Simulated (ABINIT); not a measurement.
# Completion of the band sum in GW: LiCl (Fm-3m), part 2 of 2

Aim: few bands, with and without a completion of the sum over empty states, for LiCl (Fm-3m).

ABINIT 10.8.3; PBE and many-body steps on it, plane waves. Known limits of the many-body steps: not at the basis limit.

So far. Step 4 (292 bands): The gap on the mesh goes from 6.28 eV to 9.04 eV, a correction of +2.75 eV. Step 6 (30 bands): Against G0W0 in ABINIT (6×6×6 mesh, 292 bands, screening to 304.8 eV, Godby-Needs plasmon pole), the gap moves by −0.245 eV.

**7. Screening, 6×6×6 mesh, 30 bands, screening to 304.8 eV**

This step: RPA screening on PBE, plane waves, norm-conserving pseudopotentials.

The input, run.abi:

```
acell 3*1.0 Angstrom
rprim 
  0.000000000000 2.571500000000 2.571500000000
  2.571500000000 0.000000000000 2.571500000000
  2.571500000000 2.571500000000 -0.000000000000
ntypat 2
znucl 3 17
natom 2
typat 1 2
xred 
  0.000000000000 0.000000000000 0.000000000000
  0.500000000000 0.500000000000 0.500000000000
pp_dirpath "pseudos"
pseudos "Li.upf, Cl.upf"
ecut 33
ngkpt 6 6 6
nshiftk 1
shiftk 0 0 0
kptopt 1
chksymbreak 0
istwfk *1
occopt 1
irdwfk 1
optdriver 3
nband 30
ecuteps 11.2
inclvkb 2
awtr 1
symchi 1
gwcomp 1
gwencomp 2
indata_prefix "in"
outdata_prefix "out"
tmpdata_prefix "tmp"
```

On the command line:

```bash
$ OMP_NUM_THREADS=1 mpirun -n 4 abinit run.abi > log
```

Log:

```text
.Version 10.8.3 of ABINIT. v10.8.2 released Aug 2026.

 Symmetries : space group Fm -3 m (#225); Bravais cF (face-center cubic)
[... echo of the input left out ...]
== DATASET  1 ==================================================================
-   mpi_nproc: 4, omp_nthreads: 1 (-1 if OMP is not activated)

--- !DatasetInfo
iteration_state: {dtset: 1, }
dimensions: {natom: 2, nkpt: 16, mband: 30, nsppol: 1, nspinor: 1, nspden: 1, mpw: 2092, }
cutoff_energies: {ecut:  33.0, pawecutdg:  -1.0, }
[...]
--------------------------------------------------------------------------------
[... chi0 elements left out ...]
 For q-point:  0.000010 0.000020 0.000030
  dielectric constant =   2.7526
  dielectric constant without local fields =   3.2453

  Average fulfillment of the sum rule on Im[epsilon] for q-point    1 :    103.18  [%]
[... wings left out ...]
  q-point number  2        q = ( 0.166667, 0.000000, 0.000000) [r.l.u.]
--------------------------------------------------------------------------------
[... chi0 elements left out ...]
  Average fulfillment of the sum rule on Im[epsilon] for q-point    2 :     98.72  [%]

 [... 14 further q-points ...]
```

Elapsed: 1.9 min, on 4 MPI ranks of Arm Neoverse V1, shared host; peak memory 0.72 GiB; 7.6 min of CPU time.

Numbers from this step:

| Quantity | Value |
| --- | --- |
| ε∞ with local fields, on this mesh, along the program's q direction | 2.753 |
| the same without local fields | 3.245 |
| plasma frequency | 20.14 eV |
| plane waves in the screening matrix | 411 |

**8. 30 bands, completed**

This step: G0W0 on PBE, plane waves, norm-conserving pseudopotentials.

run.abi, as its differences from that of step 7:

```diff
@@ -23,8 +23,15 @@
 irdwfk 1
-optdriver 3
+optdriver 4
 nband 30
+gwcalctyp 0
+ecutsigx 33
+symsigma 1
+nkptgw 1
+kptgw 
+  0.0000000000 0.0000000000 0.0000000000
+bdgw 
+  3 9
 ecuteps 11.2
-inclvkb 2
-awtr 1
-symchi 1
+irdscr 1
+ppmodel 1
 gwcomp 1
```

Log:

```text
.Version 10.8.3 of ABINIT. v10.8.2 released Aug 2026.

 Symmetries : space group Fm -3 m (#225); Bravais cF (face-center cubic)
[... echo of the input left out ...]
== DATASET  1 ==================================================================
-   mpi_nproc: 4, omp_nthreads: 1 (-1 if OMP is not activated)

--- !DatasetInfo
iteration_state: {dtset: 1, }
dimensions: {natom: 2, nkpt: 16, mband: 30, nsppol: 1, nspinor: 1, nspden: 1, mpw: 2092, }
cutoff_energies: {ecut:  33.0, pawecutdg:  -1.0, }
[...]
7  11.985  -9.607  -4.365  -3.820   0.845  -0.184  -8.405   1.201  13.186
        8  11.985  -9.607  -4.365  -3.820   0.845  -0.184  -8.405   1.201  13.186
        9  11.985  -9.607  -4.365  -3.820   0.845  -0.184  -8.405   1.201  13.186

== END DATASET(S) ==============================================================
================================================================================

 -outvars: echo values of variables after computation  --------
           etotal      0.0000000000E+00
            nband          30
             nkpt          16
          spgroup         225
 [... the other variables as echoed above ...]

 Calculation completed.
```

The job ended after 10 s (4 MPI ranks; peak memory 1.2 GiB; 40 s of CPU time).

This step gave:

```
G0W0 gap on the points computed              : 9.086 eV
starting gap on the mesh                     : 6.285 eV
k of the valence top                         : 0, 0, 0
k of the conduction bottom                   : 0, 0, 0
least direct G0W0 gap on the computed points : 9.086 eV
```

Against G0W0 in ABINIT (6×6×6 mesh, 292 bands, screening to 304.8 eV, Godby-Needs plasmon pole), the gap moves by +0.047 eV.

**9. Screening, 6×6×6 mesh, 106 bands, screening to 304.8 eV**

This step: RPA screening on PBE, plane waves, norm-conserving pseudopotentials.

run.abi, as its differences from that of step 8:

```diff
@@ -23,17 +23,8 @@
 irdwfk 1
-optdriver 4
-nband 30
-gwcalctyp 0
-ecutsigx 33
-symsigma 1
-nkptgw 1
-kptgw 
-  0.0000000000 0.0000000000 0.0000000000
-bdgw 
-  3 9
+optdriver 3
+nband 106
 ecuteps 11.2
-irdscr 1
-ppmodel 1
-gwcomp 1
-gwencomp 2
+inclvkb 2
+awtr 1
+symchi 1
 indata_prefix "in"
```

Log:

```text
.Version 10.8.3 of ABINIT. v10.8.2 released Aug 2026.

 Symmetries : space group Fm -3 m (#225); Bravais cF (face-center cubic)
[... echo of the input left out ...]
== DATASET  1 ==================================================================
-   mpi_nproc: 4, omp_nthreads: 1 (-1 if OMP is not activated)

--- !DatasetInfo
iteration_state: {dtset: 1, }
dimensions: {natom: 2, nkpt: 16, mband: 106, nsppol: 1, nspinor: 1, nspden: 1, mpw: 2092, }
cutoff_energies: {ecut:  33.0, pawecutdg:  -1.0, }
[...]
--------------------------------------------------------------------------------
[... chi0 elements left out ...]
 For q-point:  0.000010 0.000020 0.000030
  dielectric constant =   2.7537
  dielectric constant without local fields =   3.2514

  Average fulfillment of the sum rule on Im[epsilon] for q-point    1 :     80.39  [%]
[... wings left out ...]
  q-point number  2        q = ( 0.166667, 0.000000, 0.000000) [r.l.u.]
--------------------------------------------------------------------------------
[... chi0 elements left out ...]
  Average fulfillment of the sum rule on Im[epsilon] for q-point    2 :     87.73  [%]

 [... 14 further q-points ...]
```

It took 2.2 min on 4 MPI ranks; peak memory 1 GiB; 8.6 min of CPU time.

This step gave:

```
ε∞ with local fields, on this mesh, along the program's q direction : 2.754
the same without local fields                                       : 3.251
plasma frequency                                                    : 20.14 eV
plane waves in the screening matrix                                 : 411
```

**10. 106 bands**

This step: G0W0 on PBE, plane waves, norm-conserving pseudopotentials.

run.abi, as its differences from that of step 9:

```diff
@@ -23,8 +23,15 @@
 irdwfk 1
-optdriver 3
+optdriver 4
 nband 106
+gwcalctyp 0
+ecutsigx 33
+symsigma 1
+nkptgw 1
+kptgw 
+  0.0000000000 0.0000000000 0.0000000000
+bdgw 
+  3 9
 ecuteps 11.2
-inclvkb 2
-awtr 1
-symchi 1
+irdscr 1
+ppmodel 1
 indata_prefix "in"
```

Log:

```text
.Version 10.8.3 of ABINIT. v10.8.2 released Aug 2026.

 Symmetries : space group Fm -3 m (#225); Bravais cF (face-center cubic)
[... echo of the input left out ...]
== DATASET  1 ==================================================================
-   mpi_nproc: 4, omp_nthreads: 1 (-1 if OMP is not activated)

--- !DatasetInfo
iteration_state: {dtset: 1, }
dimensions: {natom: 2, nkpt: 16, mband: 106, nsppol: 1, nspinor: 1, nspden: 1, mpw: 2092, }
cutoff_energies: {ecut:  33.0, pawecutdg:  -1.0, }
[...]
7  11.985  -9.607  -4.365  -3.739   0.841  -0.189  -8.343   1.264  13.249
        8  11.985  -9.607  -4.365  -3.739   0.841  -0.189  -8.343   1.264  13.249
        9  11.985  -9.607  -4.365  -3.739   0.841  -0.189  -8.343   1.264  13.249

== END DATASET(S) ==============================================================
================================================================================

 -outvars: echo values of variables after computation  --------
           etotal      0.0000000000E+00
            nband         106
             nkpt          16
          spgroup         225
 [... the other variables as echoed above ...]

 Calculation completed.
```

The job ended after 26 s (4 MPI ranks; peak memory 1.5 GiB; 1.7 min of CPU time).

This step gave:

```yaml
g0w0_gap_on_the_points_computed: 8.955 eV
starting_gap_on_the_mesh: 6.285 eV
k_of_the_valence_top: 0, 0, 0
k_of_the_conduction_bottom: 0, 0, 0
least_direct_g0w0_gap_on_the_computed_points: 8.955 eV
```

Against G0W0 in ABINIT (6×6×6 mesh, 292 bands, screening to 304.8 eV, Godby-Needs plasmon pole), the gap moves by −0.084 eV.

**11. Screening, 6×6×6 mesh, 106 bands, screening to 304.8 eV**

This step: RPA screening on PBE, plane waves, norm-conserving pseudopotentials.

run.abi, as its differences from that of step 10:

```diff
@@ -23,15 +23,10 @@
 irdwfk 1
-optdriver 4
+optdriver 3
 nband 106
-gwcalctyp 0
-ecutsigx 33
-symsigma 1
-nkptgw 1
-kptgw 
-  0.0000000000 0.0000000000 0.0000000000
-bdgw 
-  3 9
 ecuteps 11.2
-irdscr 1
-ppmodel 1
+inclvkb 2
+awtr 1
+symchi 1
+gwcomp 1
+gwencomp 1.5
 indata_prefix "in"
```

Log:

```text
.Version 10.8.3 of ABINIT. v10.8.2 released Aug 2026.

 Symmetries : space group Fm -3 m (#225); Bravais cF (face-center cubic)
[... echo of the input left out ...]
== DATASET  1 ==================================================================
-   mpi_nproc: 4, omp_nthreads: 1 (-1 if OMP is not activated)

--- !DatasetInfo
iteration_state: {dtset: 1, }
dimensions: {natom: 2, nkpt: 16, mband: 106, nsppol: 1, nspinor: 1, nspden: 1, mpw: 2092, }
cutoff_energies: {ecut:  33.0, pawecutdg:  -1.0, }
[...]
--------------------------------------------------------------------------------
[... chi0 elements left out ...]
 For q-point:  0.000010 0.000020 0.000030
  dielectric constant =   2.7542
  dielectric constant without local fields =   3.2514

  Average fulfillment of the sum rule on Im[epsilon] for q-point    1 :     94.95  [%]
[... wings left out ...]
  q-point number  2        q = ( 0.166667, 0.000000, 0.000000) [r.l.u.]
--------------------------------------------------------------------------------
[... chi0 elements left out ...]
  Average fulfillment of the sum rule on Im[epsilon] for q-point    2 :     95.55  [%]

 [... 14 further q-points ...]
```

Elapsed: 3.4 min, on 4 MPI ranks; peak memory 1.1 GiB; 14 min of CPU time.

Numbers from this step:

```yaml
eps_infinity_with_local_fields_on_this_mesh_along_the_program_s_q_direction: 2.754
the_same_without_local_fields: 3.251
plasma_frequency: 20.14 eV
plane_waves_in_the_screening_matrix: 411
```

**12. 106 bands, completed**

This step: G0W0 on PBE, plane waves, norm-conserving pseudopotentials.

run.abi, as its differences from that of step 11:

```diff
@@ -23,8 +23,15 @@
 irdwfk 1
-optdriver 3
+optdriver 4
 nband 106
+gwcalctyp 0
+ecutsigx 33
+symsigma 1
+nkptgw 1
+kptgw 
+  0.0000000000 0.0000000000 0.0000000000
+bdgw 
+  3 9
 ecuteps 11.2
-inclvkb 2
-awtr 1
-symchi 1
+irdscr 1
+ppmodel 1
 gwcomp 1
```

Log:

```text
.Version 10.8.3 of ABINIT. v10.8.2 released Aug 2026.

 Symmetries : space group Fm -3 m (#225); Bravais cF (face-center cubic)
[... echo of the input left out ...]
== DATASET  1 ==================================================================
-   mpi_nproc: 4, omp_nthreads: 1 (-1 if OMP is not activated)

--- !DatasetInfo
iteration_state: {dtset: 1, }
dimensions: {natom: 2, nkpt: 16, mband: 106, nsppol: 1, nspinor: 1, nspden: 1, mpw: 2092, }
cutoff_energies: {ecut:  33.0, pawecutdg:  -1.0, }
[...]
7  11.985  -9.607  -4.365  -3.912   0.840  -0.190  -8.489   1.117  13.102
        8  11.985  -9.607  -4.365  -3.912   0.840  -0.190  -8.489   1.117  13.102
        9  11.985  -9.607  -4.365  -3.912   0.840  -0.190  -8.489   1.117  13.102

== END DATASET(S) ==============================================================
================================================================================

 -outvars: echo values of variables after computation  --------
           etotal      0.0000000000E+00
            nband         106
             nkpt          16
          spgroup         225
 [... the other variables as echoed above ...]

 Calculation completed.
```

It took 28 s on 4 MPI ranks; peak memory 1.6 GiB.

Numbers from this step:

* G0W0 gap on the points computed: 9.063 eV
* starting gap on the mesh: 6.285 eV
* k of the valence top: 0, 0, 0
* k of the conduction bottom: 0, 0, 0
* least direct G0W0 gap on the computed points: 9.063 eV

Against G0W0 in ABINIT (6×6×6 mesh, 292 bands, screening to 304.8 eV, Godby-Needs plasmon pole), the gap moves by +0.024 eV.

**13. The runs together**

Times are wall times on 4 MPI ranks of Arm Neoverse V1, shared host, good to a factor of about two. A run's time includes the screening step that it read.

```tsv
run	mesh	bands	screening cutoff (eV)	DFT gap (eV)	gap on the mesh (eV)	direct (eV)	ε∞ used	time
292 bands	6×6×6	292	304.8	6.285	9.039	9.039	2.75	7 min
30 bands	6×6×6	30	304.8	6.285	8.794	8.794	2.75	46 s
30 bands, completed	6×6×6	30	304.8	6.285	9.086	9.086	2.75	2.1 min
106 bands	6×6×6	106	304.8	6.285	8.955	8.955	2.75	2.6 min
106 bands, completed	6×6×6	106	304.8	6.285	9.063	9.063	2.75	3.9 min
```

**14. Outcome**

```
292 bands            : 9.039 eV
30 bands             : 8.794 eV
30 bands, completed  : 9.086 eV
106 bands            : 8.955 eV
106 bands, completed : 9.063 eV
```

In words: 30 bands: −0.245 eV against 292 bands. 30 bands, completed: +0.047 eV against 292 bands. 106 bands: −0.084 eV against 292 bands. 106 bands, completed: +0.024 eV against 292 bands. The row with most bands is itself short of the limit, so it is no exact reference, and agreement of a truncated run with it can be a cancellation between the edges. In the G0W0 runs levels were corrected at 1 k point alone, so a gap called «on the mesh» is the least over those, and an edge elsewhere would be missed.

[Paths, hosts, dates, memory and timing lines, banners, echoed tables and standing remarks are left out of the program output.]

[Logs are printed without paths, hosts, clocks, repeated set-up lines and the standing remarks that a program may print on its own settings, such as how far it seeks lower states.]

[Runs of the session that timed out or met a known fault of the program may be left out.]

[Hosts, paths, dates, database ids (printed as entryN), source tags and the programs' standing remarks are cut or masked in the printed files.]

[G0W0 gaps are taken among the corrected bands and points alone; a level outside them can change the order at an edge.]

[Where Ansatz stands beside ABINIT at settings called matched, ABINIT's density can come from a denser mesh and the files from another edition; pairs whose starting gaps differed by over 0.03 eV were left out, so agreement reads better than it is.]
